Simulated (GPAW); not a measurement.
CdSe:

```
Cd Se
1.0
     0.00000    3.07027    3.07027
     3.07027    0.00000    3.07027
     3.07027    3.07027    0.00000
Cd Se
1 1
Cartesian
  0.0000 0.0000 0.0000
  1.5351 1.5351 1.5351
```

Measurements of this composition are mostly on another form, of space group No. 186.

Base run:

```yaml
Program: GPAW 26.7.0
Functional: TB-mBJ
Potentials_or_basis: GPAW PAW data sets for LDA (gpaw-data 1.2.1)
Cutoff: 600 eV
Basis: pw
k_mesh: 8 × 8 × 8
Occupations: fermi-dirac, width 0.05 eV
Spin: no spin polarisation
```

Its results: band gap on the k mesh 1.87 eV, direct.

Q: The run is repeated on the same cell with these changes: functional from TB-mBJ to LDA; potentials or basis from GPAW PAW data sets for LDA (gpaw-data 1.2.1) to the program's PAW data sets (release 1.2.1) made for this functional. What comes out?

A: Band gap on the k mesh 0.27 eV, direct.

Caveats: a model potential gives levels but no total energy (some runs).

Not every run made on this cell is shown here.
